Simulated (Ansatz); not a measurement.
**Calculated 17O NMR of the central transition for TiO₂**

Cell: a Materials Project structure (computed, not necessarily an observed phase).

Space group Pbcn (No. 60); a = 4.5453, b = 5.5196, c = 4.9092 Å.

| site | Wyckoff | site symmetry | x | y | z |
| --- | --- | --- | --- | --- | --- |
| Ti | 4c | .2. | 0.5000 | 0.6730 | 0.7500 |
| O | 8d | 1 | 0.7285 | 0.6183 | 0.0814 |

One atom of each set is listed.

Level of theory: DFT, PBE, plane waves and PAW (field gradients read without the response of the frozen cores, which leaves them typically 4 to 6 % off), scalar-relativistic, 420 eV cutoff, Γ-centred 4×4×4 k-points, Fermi–Dirac smearing 0.02 eV (Ansatz 0.2.0).

17O has I = 5/2 and Q = -25.58 mb (Pyykkö 2018); at 16.4 T its Larmor frequency is ν₀ = 94.7 MHz. Only the quadrupole interaction is simulated: positions count from each site's isotropic chemical shift, and J coupling is left out, as are shift anisotropy and dipolar coupling, which fast spinning averages.

Simulated pattern of one O site (fast magic-angle spinning, Gaussian broadening 0.01 kHz):

```csv
offset (kHz),height
-0.5396,0
-0.5215,1
-0.5035,7
-0.4854,8
-0.4674,8
-0.4493,8
-0.4313,13
-0.4132,23
-0.3951,25
-0.3771,26
-0.3590,28
-0.3410,30
-0.3229,33
-0.3049,38
-0.2868,64
-0.2687,100
-0.2507,72
-0.2326,67
-0.2146,67
-0.1965,73
-0.1784,90
-0.1604,68
-0.1423,57
-0.1243,50
-0.1062,46
-0.0882,42
-0.0701,39
-0.0520,37
-0.0340,35
-0.0159,26
0.0021,1
0.0202,0
```

Question: Which |C_Q| and η does the pattern imply?

Answer: The pattern spans 0.502 kHz before broadening and its centre of gravity is at -0.217 kHz, which fixes P_Q; the places of the horns and steps fix η. That gives P_Q = 1.85 MHz, |C_Q| = 1.75 MHz and η = 0.61. The sign of C_Q can't be read from the pattern.

Hardware: 1 thread of Intel Xeon Platinum 8488C (Sapphire Rapids) (x86_64; 16 cores open to the job, memory cap 3.0 GiB, no GPU), a shared host with a load of 0.2 a core. Wall time 10 s, CPU time 9.9 s, peak memory 0.52 GiB.
